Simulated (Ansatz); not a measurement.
MgS built on the zincblende prototype, relaxed with r2SCAN in the PAW code Ansatz. Space group F-43m (No. 216), cubic; a = 5.662 Å in the conventional setting, 22.69 Å³ an atom. Mg is surrounded by 4 S at 2.45 Å; S is surrounded by 4 Mg at 2.45 Å.

The axes x, y and z are those of this cell:
```xyz
2
Lattice="0.0000 2.8309 2.8309 2.8309 0.0000 2.8309 2.8309 2.8309 0.0000" Properties=species:S:1:pos:R:3 pbc="T T T"
Mg    0.0000    0.0000    0.0000
S     1.4154    1.4154    1.4154
```

Unstrained: The PBE gap is direct at Γ: 3.466 eV. With r2SCAN the gap is 4.142 eV and direct, at Γ. HSE06 gives a direct gap of 4.528 eV at Γ. Meshes: PBE 8×8×8, r2SCAN 8×8×8, HSE06 6×6×6. Strains are changes of length per length. After each strain the atoms were relaxed again with r2SCAN within the symmetry that the strain leaves, so tilts or polar shifts that break it weren't tested; points keep the names that they have in the unstrained zone. No spin polarisation. The prototype was imposed, so other structures may be more stable.

Problem. Estimate what biaxial +1.79 % in x and y, z held does to the gap.

Solution. PBE: the gap goes from 3.466 to 3.261 eV (-0.205 eV); with r2SCAN the top three valence levels at Γ, degenerate before, become 1+2 from the top over 46 meV. r2SCAN: the gap goes from 4.142 to 3.924 eV (-0.218 eV). HSE06: the gap goes from 4.528 to 4.309 eV (-0.219 eV). The r2SCAN energy rises by 5.5 meV an atom.

Problem. Apply epitaxial +4.52 % in the xy plane, free normal strain -7.02 %. How far does the gap move, against the unstrained cell?

Solution. PBE: the gap goes from 3.466 to 3.171 eV (-0.295 eV); with r2SCAN the top three valence levels at Γ, degenerate before, become 1+2 from the top over 247 meV. r2SCAN: the gap goes from 4.142 to 3.841 eV (-0.301 eV). HSE06: the gap goes from 4.528 to 4.219 eV (-0.309 eV). The r2SCAN energy rises by 13.3 meV an atom.

Problem. Estimate what uniaxial +2.56 % along x, other directions held does to the gap.

Solution. PBE: the gap goes from 3.466 to 3.315 eV (-0.151 eV); with r2SCAN the top three valence levels at Γ, degenerate before, become 2+1 from the top over 72 meV. r2SCAN: the gap goes from 4.142 to 3.982 eV (-0.160 eV). HSE06: the gap goes from 4.528 to 4.367 eV (-0.161 eV). The r2SCAN energy rises by 3.4 meV an atom.

The meshes of the hybrids are coarse, so their gaps aren't converged to the digits shown.

The splittings at Γ are without spin-orbit coupling, which regroups them where it is of like size or larger.
